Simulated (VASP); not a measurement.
A run of VASP 6.6.1 is set up as follows.

INCAR

```
SYSTEM = BAs
PREC = Accurate
ENCUT = 520
EDIFF = 1E-7
ISMEAR = 0
SIGMA = 0.05
LREAL = .False.
LASPH = .True.
NELM = 60
ALGO = Normal
ISIF = 2
LWAVE = .False.
LCHARG = .False.
GGA = PS
NBANDS = 11
```

The input KPOINTS:

```
Automatic mesh
0
Gamma
  12 12 12
  0 0 0
```

Contents of POSCAR:

```
BAs
1.0
    0.0000000000      2.4212232444      2.3243743146
    2.4212232444      0.0000000000      2.3243743146
    2.4212232444      2.4212232444      0.0000000000
B As
1 1
Direct
    0.0000000000      0.0000000000      0.0000000000
    0.7500000000      0.7500000000      0.7500000000
```

Potentials or basis: VASP PAW PBE potentials, release 64 (B, As).

The run is started by

```sh
$ cat potpaw_PBE.64/B/POTCAR potpaw_PBE.64/As/POTCAR > POTCAR
$ mpirun -np 1 vasp_std > vasp.out
```

Q: What does it give for the pressure?

A: 0.0 GPa.

Q: What does it give for the band gap on the k mesh?

A: 0.48 eV, indirect (least direct gap 2.83 eV).

Stress tensor (GPa, compression positive):
```
-2.56  0.00  0.00
 0.00 -2.56  0.00
 0.00  0.00  5.23
```

Caveat: the PAW data sets were made with another functional, which shifts forces and pressure a little. As with any semilocal functional, this PBEsol gap is likely too small.
